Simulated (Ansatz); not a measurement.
# MoSe (zincblende): a single-point run

Wanted: a converged single-point run for MoSe (zincblende), and a check of what comes out. The structure is shown as the input types it.

Computed with Ansatz 0.2.0 (Kohn-Sham DFT, with the functional, basis and potentials that each input names (as first typed), unless a step's input says otherwise).

1 further run of the same task is left out (set aside as unsound or not needed). Runs told in other sessions of the task aren't counted.

### 1 The starting structure

It takes space group F-43m (No. 216, cubic). Conventional cell: a = 5.681 Å, b = 5.681 Å, c = 5.681 Å, α = 90.00°, β = 90.00°, γ = 90.00°. Mo (site symmetry -43m) has 4 Se at 2.46 Å in its first shell of neighbours. Se (site symmetry -43m) has 4 Mo at 2.46 Å in its first shell of neighbours.

Coordinates:

```
Mo Se
1.0
     0.00000    2.84052    2.84052
     2.84052    0.00000    2.84052
     2.84052    2.84052    0.00000
Mo Se
1 1
Direct
  0.00000 0.00000 0.00000
  0.25000 0.25000 0.25000
```

### 2 The run

input.yaml reads:

```yaml
crystal:
  lattice:
    - [0.0, 2.840519146, 2.840519146]
    - [2.840519146, 0.0, 2.840519146]
    - [2.840519146, 2.840519146, 0.0]
  atoms:
    - { symbol: Mo, position: [0.0, 0.0, 0.0], spin: 3.0 }
    - { symbol: Se, position: [0.25, 0.25, 0.25] }
basis:
  ecutwfc: 420
  ecutrho_ratio: 4
kpoints:
  mp_grid: { grid: [10, 10, 10] }
hamiltonian:
  xc: pbe
  hubbard: { sites: [{ species: Mo, l: d, u_eff: 40.0 }] }
scf:
  occupations: { method: gaussian, width: 0.05 }
  max_iter: 100
output:
  forces: true
  stress: true
magnetization:
  spin_polarized: true
```

Started as:

```sh
$ ansatz run input.yaml --threads 2 --pin off --max-ram 2662MiB --backend cpu --events-out ev --progress --plain --runs-dir out
```

What happens when this is run?

The run converged and reported no error, with warnings (filled band counts differ across k points). It gives a pressure of 59 GPa, which is large; a structure far from rest gives such values too, whatever the setting.

The suspect setting: hamiltonian.hubbard.sites is [{species: Mo, l: d, u_eff: 40.0}]. A U of this value distorts the shell's occupations and the levels near the Fermi energy.

Run again and compare: delete hamiltonian.hubbard.sites.
